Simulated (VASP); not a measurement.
Crystal: HfN.

```xyz
2
Lattice="0.0000 2.4548 2.4548 2.4548 0.0000 2.4548 2.4548 2.4548 0.0000" Properties=species:S:1:pos:R:3 pbc="T T T"
Hf    0.0000    0.0000    0.0000
N     1.2274    1.2274    1.2274
```

The cell comes from a database or a generator and needn't be the stable form of this composition.

- Program: VASP 6.6.1
- Task: single point
- Functional: PBE
- Potentials or basis: VASP PAW PBE potentials, release 64 (Hf_pv, N)
- Cutoff: 520 eV
- k mesh: 9 × 9 × 9
- Occupations: fermi-dirac, width 0.05 eV
- Spin: no spin polarisation

On this cell: pressure -0.3 GPa; largest force zero by symmetry; band gap on the k mesh none (metal or under the smearing width).

The same run follows on a disturbed copy (atoms moved at random, drawn with an rms of 0.05 Å):

```
Hf N
1.0
     0.00000    2.45482    2.45482
     2.45482    0.00000    2.45482
     2.45482    2.45482    0.00000
Hf N
1 1
Direct
  0.99847 0.99706 0.99660
  0.26378 0.24281 0.23936
```

Question: What does the disturbed cell give?

Answer: The energy (extrapolated to zero smearing) moves by +5.9 meV/atom; pressure -0.1 GPa; largest force 0.560 eV/Å; band gap on the k mesh none (metal or under the smearing width).

Forces on the atoms (eV/Å):
```
Hf  -0.354  0.266  0.343
N    0.354 -0.266 -0.343
```

Stress tensor (GPa, compression positive):
```
-0.11 -1.62 -1.24
-1.62 -0.10  1.67
-1.24  1.67 -0.11
```
